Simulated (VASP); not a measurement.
# ZnO (zincite) (P6_3mc) in VASP: further runs

Runs on ZnO (zincite). Level: PBEsol. Tasks: relaxation of cell and atoms, relaxation of shape and atoms at fixed volume.

Program: VASP 6.6.1. These are calculated values, not measurements. Logs are shortened: lines on timing, memory, paths and dates and some standing lists are left out, and cuts for length are marked.

### Step 1. The crystal as given

It takes space group P6_3mc (No. 186, hexagonal). The conventional cell has a = 3.236 Å, b = 3.236 Å, c = 5.222 Å, α = 90.00°, β = 90.00°, γ = 120.00°. Zn (site symmetry 3m) has 4 O at 1.97 to 1.98 Å as nearest neighbours. O (site symmetry 3m) has 4 Zn at 1.97 to 1.98 Å as nearest neighbours.

### Step 2. Relaxation of cell and atoms, PBEsol

File INCAR:

```
PREC     = Accurate       # precision mode
ENCUT    = 600            # plane-wave cutoff, eV
EDIFF    = 1E-7           # SCF threshold, eV
ISMEAR   = 0              # smearing method
SIGMA    = 0.03           # smearing width, eV
LREAL    = F              # projectors in reciprocal space
LASPH    = T              # aspherical terms in the spheres
NELM     = 80             # most SCF steps
ALGO     = Normal         # electronic algorithm
ISIF     = 3              # what is computed and relaxed
LWAVE    = F              # write WAVECAR
LCHARG   = F              # write CHGCAR
GGA      = PS             # functional
IBRION   = 2              # ionic algorithm
NSW      = 90             # ionic steps
EDIFFG   = -0.005         # ionic threshold
KPAR     = 2
```

File KPOINTS:

```
regular mesh
0
Gamma
  9 9 5
```

File POSCAR:

```
ZnO                                     
1.0
    3.2361380819      0.0000000000      0.0000000000
   -1.6180690409      2.8025777890      0.0000000000
    0.0000000000     -0.0000000000      5.2217173697
  Zn              O             
     2     2
Direct
     0.3333333332999970    0.6666666667000030    0.4999792796701107
     0.6666666667000030    0.3333333332999970    0.9999792796701108
     0.6666666667000030    0.3333333332999970    0.3790307203298902
     0.3333333332999970    0.6666666667000030    0.8790307203298902
```

Potentials or basis: VASP PAW PBE potentials, release 64 (Zn, O).

On the command line:

```console
cat potpaw_PBE.64/Zn/POTCAR potpaw_PBE.64/O/POTCAR > POTCAR
mpirun -np 2 vasp_std > vasp.out
```

OUTCAR:

```text
PREC = Accurate
   ENCUT = 600
   EDIFF = 1E-7
   ISMEAR = 0
   LREAL = F
   LASPH = T
   NELM = 80
   ISIF = 3
   GGA = PS
   IBRION = 2
   NSW = 90
   EDIFFG = -0.005

 ion  position               nearest neighbor table
   1  0.333  0.667  0.500-   3 1.97   3 1.97   3 1.97   4 1.98
   2  0.667  0.333  1.000-   4 1.97   4 1.97   4 1.97   3 1.98
   3  0.667  0.333  0.379-   1 1.97   1 1.97   1 1.97   2 1.98
   4  0.333  0.667  0.879-   2 1.97   2 1.97   2 1.97   1 1.98

  LATTYP: Found a hexagonal cell.
 ALAT       =     3.2361380819
 C/A-ratio  =     1.6135644517

  Lattice vectors:

 A1 = (   3.2361380819,   0.0000000000,   0.0000000000)
 A2 = (  -1.6180690409,   2.8025777890,   0.0000000000)
 A3 = (   0.0000000000,   0.0000000000,   5.2217173697)

Analysis of symmetry for initial positions (statically):
=====================================================================
 Subroutine PRICEL returns:
 Original cell was already a primitive cell.

 Routine SETGRP: Setting up the symmetry group for a
 hexagonal supercell.

 Subroutine GETGRP returns: Found 12 space group operations
 (whereof  6 operations were pure point group operations)
 out of a pool of 24 trial point group operations.

The static configuration has the point symmetry C_3v.
 The point group associated with its full space group is C_6v.

Analysis of symmetry for dynamics (positions and initial velocities):
=====================================================================
 Subroutine PRICEL returns:
 Original cell was already a primitive cell.

 Routine SETGRP: Setting up the symmetry group for a
 hexagonal supercell.

 Subroutine GETGRP returns: Found 12 space group operations
 (whereof  6 operations were pure point group operations)
 out of a pool of 24 trial point group operations.

The dynamic configuration has the point symmetry C_3v.
 The point group associated with its full space group is C_6v.

 Subroutine INISYM returns: Found 12 space group operations
 (whereof  6 operations are pure point group operations),
 and found     1 'primitive' translations

----------------------------------------------------------------------------------------

                                     Primitive cell

  volume of cell :      47.3585

[... 153 lines left out ...]
  external PRESSURE =       0.7439905 kB  Pullay stress =       0.0000000 kB

 VOLUME and BASIS-vectors are now :
 -----------------------------------------------------------------------------
  energy-cutoff  :      600.00
  volume of cell :       47.36
      direct lattice vectors                 reciprocal lattice vectors
     3.236138082  0.000000000  0.000000000     0.309010300  0.178407180  0.000000000
    -1.618069041  2.802577789  0.000000000     0.000000000  0.356814360  0.000000000
     0.000000000  0.000000000  5.221717370     0.000000000  0.000000000  0.191507876

 POSITION                                       TOTAL-FORCE (eV/Angst)
 -----------------------------------------------------------------------------------
     -0.00000      1.86839      2.61075        -0.000000      0.000000      0.000464
      1.61807      0.93419      5.22161         0.000000      0.000000      0.000464
      1.61807      0.93419      1.97919        -0.000000      0.000000     -0.000464
     -0.00000      1.86839      4.59005        -0.000000     -0.000000     -0.000464
 -----------------------------------------------------------------------------------
    total drift:                                0.000000      0.000000     -0.000392

  FREE ENERGIE OF THE ION-ELECTRON SYSTEM (eV)
  ---------------------------------------------------
  free  energy   TOTEN  =       -19.4151596332 eV

  energy  without entropy=      -19.4151596332  energy(sigma->0) =      -19.41515963

--------------------------------------- Ionic step        2  -------------------------------------------

 number of electron      36.0000009 magnetization

 Free energy of the ion-electron system (eV)
  ---------------------------------------------------
  ext. energy  EPLUGINS =         0.00000000
  ---------------------------------------------------
  free energy    TOTEN  =       -19.41516121 eV

  energy without entropy =      -19.41516121  energy(sigma->0) =      -19.41516121

 E-fermi :   1.2966     XC(G=0): -11.2086

 val. band max:        1.0906943690   @ k =   0.0000   0.0000   0.0000
 cond. band min:       1.7731292865   @ k =   0.0000   0.0000   0.0000
 fundamental gap:      0.6824349174
 Fermi energy:         1.2966029786

 k-point     1 :       0.0000    0.0000    0.0000
  band No.  band energies     occupation
      1     -16.9899      2.00000
      2     -16.2437      2.00000
      3      -4.6701      2.00000
      4      -4.6478      2.00000
      5      -4.6478      2.00000
      6      -4.6038      2.00000
[... 589 lines left out ...]
     21       8.7856      0.00000
     22       9.0862      0.00000

 [... further k-points ...]

------------------------ aborting loop because EDIFF is reached ----------------------------------------

  FORCE on cell =-STRESS in cart. coord.  units (eV):
  Direction    XX          YY          ZZ          XY          YZ          ZX
  --------------------------------------------------------------------------------------
  -------------------------------------------------------------------------------------
  Total       -0.0180025     -0.0180025     -0.0142867     -0.0000000     -0.0000000      0.0000000
  in kB       -0.6085546     -0.6085546     -0.4829472     -0.0000000     -0.0000000      0.0000000
  external PRESSURE =      -0.5666854 kB  Pullay stress =       0.0000000 kB

 VOLUME and BASIS-vectors are now :
 -----------------------------------------------------------------------------
  energy-cutoff  :      600.00
  volume of cell :       47.40
      direct lattice vectors                 reciprocal lattice vectors
     3.236760814  0.000000000  0.000000000     0.308950849  0.178372856 -0.000000000
    -1.618380407  2.803117091  0.000000000    -0.000000000  0.356745711 -0.000000000
     0.000000000  0.000000000  5.223862634     0.000000000 -0.000000000  0.191429230

 POSITION                                       TOTAL-FORCE (eV/Angst)
 -----------------------------------------------------------------------------------
     -0.00000      1.86874      2.61185         0.000000      0.000000      0.002121
      1.61838      0.93437      5.22378         0.000000      0.000000      0.002121
      1.61838      0.93437      1.97998        -0.000000     -0.000000     -0.002121
     -0.00000      1.86874      4.59191        -0.000000     -0.000000     -0.002121
 -----------------------------------------------------------------------------------
    total drift:                                0.000000      0.000000     -0.000394

  FREE ENERGIE OF THE ION-ELECTRON SYSTEM (eV)
  ---------------------------------------------------
  free  energy   TOTEN  =       -19.4151612083 eV

  energy  without entropy=      -19.4151612083  energy(sigma->0) =      -19.41516121

 reached required accuracy - stopping structural energy minimisation
```

Run time: 46 s. Hardware: 2 MPI ranks of Intel Xeon Platinum 8259CL at 2.50GHz (Skylake/Cascade Lake), shared host; peak memory 0.19 GiB.

What came out:

```yaml
Free_energy: -19.4152 eV
Relaxed_volume: 11.85 Å³/atom
Relaxed_cell: a = 3.237 Å, b = 3.237 Å, c = 5.224 Å, α = 90.00°, β = 90.00°, γ = 120.00°
Space_group_after_relaxing_to_0.05_Å: P6_3mc (No. 186)
Energy_gained_by_relaxing: 0.0 meV/atom
Ionic_steps: 2
Pressure_after_relaxing: -0.1 GPa
Band_gap_on_the_k_mesh: 0.68 eV, direct
```

Forces on the atoms (eV/Å):
```
Zn   0.000  0.000  0.002
Zn   0.000  0.000  0.002
O    0.000  0.000 -0.002
O    0.000  0.000 -0.002
```

Final structure:
```
CELL_PARAMETERS angstrom
3.23676 0.00000 0.00000
-1.61838 2.80312 0.00000
0.00000 0.00000 5.22386
ATOMIC_POSITIONS crystal
Zn 0.33333 0.66667 0.49998
Zn 0.66667 0.33333 0.99998
O 0.66667 0.33333 0.37903
O 0.33333 0.66667 0.87903
```

Caveat: the PAW data sets were made with another functional, which shifts forces and pressure a little.

### Step 3. Relaxation of cell and atoms, PBEsol

This run uses another cell than the first one, of 11.90 Å³/atom, 1.005 times its volume.

File INCAR:

```
SYSTEM = ZnO
PREC = Accurate ; ENCUT = 600
EDIFF = 1E-6 ; ISMEAR = 0
SIGMA = 0.03 ; LREAL = .FALSE.
LASPH = .TRUE. ; NELM = 80
ALGO = Normal ; ISIF = 3
LWAVE = .FALSE. ; LCHARG = .FALSE.
GGA = PS ; IBRION = 2
NSW = 90 ; EDIFFG = -0.01
```

File KPOINTS:

```
regular mesh
0
G
  9 9 5
  0 0 0
```

File POSCAR:

```
ZnO
1.0
    3.2493080000      0.0000000000      0.0000000000
   -1.6246540000      2.8139832727      0.0000000000
    0.0000000000      0.0000000000      5.2057090000
Zn O
2 2
Direct
    0.3333333333      0.6666666667      0.5000000000
    0.6666666667      0.3333333333      0.0000000000
    0.6666666667      0.3333333333      0.3790100000
    0.3333333333      0.6666666667      0.8790100000
```

Potentials or basis: VASP PAW PBE potentials, release 64 (Zn, O).

On the command line:

```console
cat potpaw_PBE.64/Zn/POTCAR potpaw_PBE.64/O/POTCAR > POTCAR
mpirun -np 1 vasp_std > vasp.out
```

Run time: 81 s. Hardware: 1 thread of Intel Xeon 6975P-C (Granite Rapids), shared host; peak memory 0.2 GiB.

The run converged. Its results:

```
Free energy                            : -19.4156 eV
Relaxed volume                         : 11.84 Å³/atom
Relaxed cell                           : a = 3.236 Å, b = 3.236 Å, c = 5.222 Å, α = 90.00°, β = 90.00°, γ = 120.00°
Space group after relaxing (to 0.05 Å) : P6_3mc (No. 186)
Energy gained by relaxing              : 0.4 meV/atom
Ionic steps                            : 8
Pressure after relaxing                : 0.0 GPa
Band gap on the k mesh                 : 0.68 eV, direct
```

The path:
```
step  energy change (eV)  largest force (eV/Å)  pressure (GPa)  volume (Å³)
   1              0.0000                0.0651           -0.66        47.60
   2             -0.0014                0.0326            0.43        47.26
   3             -0.0016                0.0060            0.06        47.35
   4             -0.0016                0.0081            0.18        47.34
   5             -0.0017                0.0182           -0.09        47.40
   6             -0.0017                0.0143           -0.05        47.38
   7             -0.0017                0.0104            0.00        47.37
   8             -0.0017                0.0004            0.04        47.36
```

Final structure:
```cif
data_structure
_symmetry_space_group_name_H-M 'P 1'
_symmetry_Int_Tables_number 1
_cell_length_a 3.2361
_cell_length_b 3.2361
_cell_length_c 5.2217
_cell_angle_alpha 90.000
_cell_angle_beta 90.000
_cell_angle_gamma 120.000
_cell_volume 47.36
loop_
_atom_site_label
_atom_site_type_symbol
_atom_site_fract_x
_atom_site_fract_y
_atom_site_fract_z
_atom_site_occupancy
Zn1 Zn 0.33333 0.66667 0.49998 1
Zn2 Zn 0.66667 0.33333 0.99998 1
O1 O 0.66667 0.33333 0.37903 1
O2 O 0.33333 0.66667 0.87903 1
```

Levels at points of the mesh, in eV from the valence-band top:
```
           k point  band 16  band 17  band 18  band 19  band 20  band 21
(0.00, 0.00, 0.00)    -0.09     0.00     0.00     0.68     5.14     8.09
```

Caveat: the PAW data sets were made with another functional, which shifts forces and pressure a little.

### Step 4. Relaxation of cell and atoms, PBEsol

File INCAR:

```
SYSTEM = ZnO
PREC = Accurate ; ENCUT = 600
EDIFF = 1E-7 ; ISMEAR = 0
SIGMA = 0.03 ; LREAL = .FALSE.
LASPH = .TRUE. ; NELM = 80
ALGO = Normal ; ISIF = 3
LWAVE = .FALSE. ; LCHARG = .FALSE.
GGA = PS ; IBRION = 2
NSW = 90 ; EDIFFG = -0.005
```

KPOINTS is that of step 3.

File POSCAR:

```
ZnO                                     
1.0
    3.2361380807      0.0000000000      0.0000000000
   -1.6180690403      2.8025777880      0.0000000000
    0.0000000000     -0.0000000000      5.2217173826
  Zn              O             
     2     2
Direct
     0.3333333332999970    0.6666666667000030    0.4999792802737426
     0.6666666667000030    0.3333333332999970    0.9999792802737425
     0.6666666667000030    0.3333333332999970    0.3790307197262584
     0.3333333332999970    0.6666666667000030    0.8790307197262585
```

On the command line:

```console
cat potpaw_PBE.64/Zn/POTCAR potpaw_PBE.64/O/POTCAR > POTCAR
mpirun -np 1 vasp_std > vasp.out
```

It took 35 s on 1 thread of Intel Xeon 6975P-C (Granite Rapids), shared host; peak memory 0.2 GiB.

Results (log left out):

* Free energy: -19.4152 eV
* Relaxed volume: 11.85 Å³/atom
* Relaxed cell: a = 3.237 Å, b = 3.237 Å, c = 5.224 Å, α = 90.00°, β = 90.00°, γ = 120.00°
* Space group after relaxing (to 0.05 Å): P6_3mc (No. 186)
* Energy gained by relaxing: 0.0 meV/atom
* Ionic steps: 2
* Pressure after relaxing: -0.1 GPa
* Band gap on the k mesh: 0.68 eV, direct

Forces on the atoms (eV/Å):
```
Zn   0.000  0.000  0.002
Zn   0.000  0.000  0.002
O    0.000  0.000 -0.002
O    0.000  0.000 -0.002
```

Final structure:
```
Zn O
1.0
     3.23676    0.00000    0.00000
    -1.61838    2.80312    0.00000
     0.00000    0.00000    5.22386
Zn O
2 2
Direct
  0.33333 0.66667 0.49998
  0.66667 0.33333 0.99998
  0.66667 0.33333 0.37903
  0.33333 0.66667 0.87903
```

Levels at points of the mesh, in eV from the valence-band top:
| k point | band 15 | band 16 | band 17 | band 18 | band 19 | band 20 | band 21 | band 22 |
| --- | --- | --- | --- | --- | --- | --- | --- | --- |
| (0.00, 0.00, 0.00) | -0.81 | -0.09 | 0.00 | 0.00 | 0.68 | 5.13 | 8.08 | 12.80 |

Caveat: the PAW data sets were made with another functional, which shifts forces and pressure a little. As with any semilocal functional, this PBEsol gap is likely too small.

### Step 5. Relaxation of shape and atoms at fixed volume, PBEsol (a relaxed cell with its volume scaled by 0.94)

File INCAR:

```
SYSTEM = ZnO
PREC = Accurate ; ENCUT = 600
EDIFF = 1E-7 ; ISMEAR = 0
SIGMA = 0.03 ; LREAL = .FALSE.
LASPH = .TRUE. ; NELM = 80
ALGO = Fast ; ISIF = 4
LWAVE = .FALSE. ; LCHARG = .FALSE.
GGA = PS ; IBRION = 2
NSW = 40 ; EDIFFG = -0.01
```

KPOINTS is that of step 4.

File POSCAR:

```
ZnO                                     
1.0
    3.1706859272      0.0000000000      0.0000000000
   -1.5853429636      2.7458945603      0.0000000000
    0.0000000000      0.0000000000      5.1172232778
  Zn              O             
     2     2
Direct
     0.3333333332999970    0.6666666667000030    0.4999835655487185
     0.6666666667000030    0.3333333332999970    0.9999835655487185
     0.6666666667000030    0.3333333332999970    0.3790264344512824
     0.3333333332999970    0.6666666667000030    0.8790264344512825
```

On the command line:

```console
cat potpaw_PBE.64/Zn/POTCAR potpaw_PBE.64/O/POTCAR > POTCAR
mpirun -np 1 vasp_std > vasp.out
```

Wall time 25 s (1 thread of Intel Xeon 6975P-C (Granite Rapids), shared host); peak memory 0.2 GiB.

The run converged. Its results:

- Free energy: -19.3241 eV
- Pressure after relaxing: 10.2 GPa
- Largest force after relaxing: 0.006 eV/Å
- Band gap on the k mesh: 0.77 eV, direct

Forces on the atoms (eV/Å):
```
Zn   0.000  0.000  0.006
Zn   0.000  0.000  0.006
O    0.000  0.000 -0.006
O    0.000  0.000 -0.006
```

Final structure:
```cif
data_structure
_symmetry_space_group_name_H-M 'P 1'
_symmetry_Int_Tables_number 1
_cell_length_a 3.1707
_cell_length_b 3.1707
_cell_length_c 5.1172
_cell_angle_alpha 90.000
_cell_angle_beta 90.000
_cell_angle_gamma 120.000
_cell_volume 44.55
loop_
_atom_site_label
_atom_site_type_symbol
_atom_site_fract_x
_atom_site_fract_y
_atom_site_fract_z
_atom_site_occupancy
Zn1 Zn 0.33333 0.66667 0.49998 1
Zn2 Zn 0.66667 0.33333 0.99998 1
O1 O 0.66667 0.33333 0.37903 1
O2 O 0.33333 0.66667 0.87903 1
```

Levels at points of the mesh, in eV from the valence-band top:
```tsv
k point	band 14	band 15	band 16	band 17	band 18	band 19	band 20	band 21	band 22
(0.00, 0.00, 0.00)	-0.88	-0.88	-0.11	0.00	0.00	0.77	5.36	8.28	13.11
```

Caveat: the relaxation stopped at its first step, so nothing moved; the PAW data sets were made with another functional, which shifts forces and pressure a little.
